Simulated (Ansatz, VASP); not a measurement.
Two plane-wave programs on Na

```
CELL_PARAMETERS angstrom
3.43178 0.00000 0.00000
-1.71589 2.97201 0.00000
0.00000 0.00000 3.20411
ATOMIC_POSITIONS crystal
Na 0.00000 0.00000 0.00000
```

Alike in both runs: functional PBE; k mesh 13 × 13 × 12; occupations fermi-dirac, width 0.08 eV; no spin polarisation.

Ansatz relaxed the structure, and its values are those at the end. VASP's run is a single point on that final structure, the one shown.

|  | VASP | Ansatz |
| --- | --- | --- |
| version | VASP 6.6.1 | Ansatz 0.2.0 |
| potentials or method | VASP PAW PBE potentials, release 64 (Na_pv) | PAW with Ansatz's default frozen-core files, scalar-relativistic |
| plane-wave cutoff (eV) | 520 | 420 |
| valence electrons in the cell | 7 | 9 |

|  | VASP | Ansatz | Ansatz less VASP |
| --- | --- | --- | --- |
| pressure (GPa) | 1.5 | 1.5 | -0.01 |

The two sets of potentials don't hold the same shells in valence.
